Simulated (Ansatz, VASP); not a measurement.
**LiF: VASP beside Ansatz**

```
Li F
1.0
     0.00000    2.15307    2.15307
     2.15307    0.00000    2.15307
     2.15307    2.15307    0.00000
Li F
1 1
Direct
  0.00000 0.00000 0.00000
  0.25000 0.25000 0.25000
```

Change from the starting cell: volume scaled by 0.96, PAW files.

Alike in both runs: task electric field gradients; functional PBE; k mesh 16 × 16 × 16; occupations fermi-dirac, width 0.03 eV; no spin polarisation.

|  | VASP | Ansatz |
| --- | --- | --- |
| version | VASP 6.6.1 | Ansatz 0.2.0 |
| potentials or method | VASP PAW PBE potentials, release 64 (Li_sv, F) | PAW with Ansatz's default frozen-core files, scalar-relativistic |
| plane-wave cutoff (eV) | 520 | 420 |
| valence electrons in the cell | 10 | 10 |

|  | VASP | Ansatz | Ansatz less VASP |
| --- | --- | --- | --- |
| gap on the k mesh at the Fermi level (eV) | 7.85 | 7.87 | +0.012 |
| Vzz of the field gradient on the site that differs most (V/Å²) | 0.0 | 0.0 | +0.01 |

 A k mesh can miss the band edges.
